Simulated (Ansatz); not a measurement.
input.yaml

```yaml
crystal:
  lattice:
    - [2.565583038, -3.7445437096, 0.029647888]
    - [2.565583038, 3.7445437096, 0.029647888]
    - [-1.6104556017, 0.0, 2.3156869497]
  atoms:
    - { symbol: I, position: [0.5, 0.5, 0.5] }
basis:
  ecutwfc: 420
kpoints:
  mp_grid: { grid: [12, 12, 18] }
hamiltonian:
  xc: pbesol
scf:
  occupations: { method: gaussian, width: 0.1 }
output:
  forces: true
  stress: true
  eigenvalues: true
```

It can be run as
```bash
ansatz run input.yaml --threads 1 --pin off --backend cpu --events-out ev --progress --plain --runs-dir out  # memory cap (--max-ram) not shown
```

These are results of DFT PBEsol, scalar-relativistic, plane waves, PAW in Ansatz, not measurements.

Part of what the program printed, abridged:

```
Pseudopotentials: kind: paw
Pseudopotential: I, paw, valence charge 17, recommended cutoff 420 eV (normal)
Functional definition: PBEsol
Crystal: 1 atom, lattice volume = 44.851 Å³
Basis set: ecut = 420 eV, 887 PW (Γ), exchange–correlation on 64×64×40 points (8 copies of the dense FFT grid, shifted against one another)
Bands: 13, of which v1, the nominal top of the filled ones, is band 9 counted from 1 (8 counted from 0)
Symmetry: 4 space group operations
Space group: C2/m (ITA 12), of the structure as read, at distance tolerance 3.6e-5 Å
k-points: 710 of 2592
Initial density: superposition of atomic densities (neutral atoms: chi_scale 0, normalization atom), corrected by the library's trained network
Initial wavefunctions: pseudopotential atomic-orbital guess
Functional: x = pbesol(κ = 0.804, μ = 0.12345679), c = pbesol(β = 0.046)
SCF iter   1: F=—  HF=-7432.153195 eV  |F-HF|=—  |Δ(HF+E_count)|=         —  Δρ=4.41e-3  dr2=8.45e-3  ethr=1.77e-3  ⟨swp⟩=6.0  Hψ=63198  notcnv=0
SCF iter   2: F=—  HF=-7432.151712 eV  |F-HF|=—  |Δ(HF+E_count)|=   1.48e-3  Δρ=1.71e-3  dr2=1.16e-3  ethr=4.97e-5  ⟨swp⟩=2.0  Hψ=20104  notcnv=0  defer=239
SCF iter   3: F=—  HF=-7432.151525 eV  |F-HF|=—  |Δ(HF+E_count)|=   1.87e-4  Δρ=3.38e-4  dr2=8.98e-5  ethr=6.81e-6  ⟨swp⟩=2.0  Hψ=11431  notcnv=0  defer=239
SCF iter   4: F=—  HF=-7432.151524 eV  |F-HF|=—  |Δ(HF+E_count)|=   1.06e-6  Δρ=1.23e-4  dr2=5.32e-6  ethr=5.28e-7  ⟨swp⟩=2.0  Hψ=11460  notcnv=0  defer=239
SCF iter   5: F=—  HF=-7432.151524 eV  |F-HF|=—  |Δ(HF+E_count)|=   5.32e-7  Δρ=2.00e-5  dr2=2.57e-7  ethr=3.13e-8  ⟨swp⟩=2.1  Hψ=12097  notcnv=0  defer=239
SCF iter   6: F=-7432.151524 eV  HF=-7432.151524 eV  |F-HF|=9.18e-9  |Δ(HF+E_count)|=   1.47e-7  Δρ=3.63e-6  dr2=3.95e-9  ethr=5.88e-10  ⟨swp⟩=8.0  Hψ=45694  notcnv=0
SCF 1 converged in 6 iterations: F = -7432.151524 eV  dr2 = 3.95e-9
SCF converged after 6 iterations
Free energy (F): -7432.151524 eV
Harris-Foulkes:  -7432.151524 eV  (|F-HF|=9.18e-9)
Internal energy: -7432.145456 eV  (E = F + TS)
E sigma→0 (E₀):  -7432.148490 eV
Entropy (-TS):   -0.006068 eV (-6.068 meV/atom)
Fermi energy:    4.173702 eV
--- Per-component energies (eV) ---
  E_band       = -409.061772
  E_kinetic    = 189.320507
  E_local      = -2154.949311  (includes V_loc(G=0)·N_el)
  E_nonlocal   = -89.917646
  E_hartree    = 1094.384046
  E_xc         = -126.978112
  E_vxc        = -128.095378  (∫ρ·V_xc dr)
  E_paw        = -4734.970044  (= ΣΔE_a)
  E_vpaw       = -414.186528  (= ΣTr[D̂ρ^β])
  E_aug_tail   = 0.000020  (compensation charges beyond the density's cutoff)
  E_ewald      = -1609.447059
  E_core_change = 0.412142  (= ΣΔE_core)
  E_smearing   = -0.006068  (= −TS)
--- Forces (eV/Å), atoms counted from 1 ---
  atom   1  I      0.00000000     0.00000000     0.00000000
--- Stress (GPa, compression-positive) ---
        1.216507       0.000000      -3.757699
        0.000000      -0.374765       0.000000
       -3.757699       0.000000       3.984316
  P = ⅓ Tr σ = 1.6087 GPa (16.087 kbar)
--- Band table (eV; the first three rows and the last of 710) ---
  k-point 0: bands = ["-40.6298", "-40.4764", "-40.4299", "-40.2256", "-40.2237", "-9.4615", "2.5430", "2.5457", "8.2997", "8.8215", "11.9379", "12.2181", "14.6251"]
  k-point 1: bands = ["-40.6258", "-40.4774", "-40.4309", "-40.2255", "-40.2236", "-9.4011", "2.5278", "2.5813", "8.2194", "8.4762", "12.0538", "12.1193", "14.9173"]
  k-point 2: bands = ["-40.6145", "-40.4805", "-40.4340", "-40.2252", "-40.2232", "-9.2209", "2.4923", "2.6935", "6.9188", "8.8889", "11.9459", "12.4037", "15.6677"]
  k-point 709: bands = ["-40.5114", "-40.4985", "-40.4648", "-40.2225", "-40.2195", "-6.1723", "-1.3986", "3.4670", "4.2124", "9.4042", "10.5455", "15.7850", "15.8109"]
```

The calculation finished and met its thresholds.

 The cell holds chains, and where no dispersion correction was added their binding is poorly described. Spin polarisation was left out, and a magnetic state may lie lower.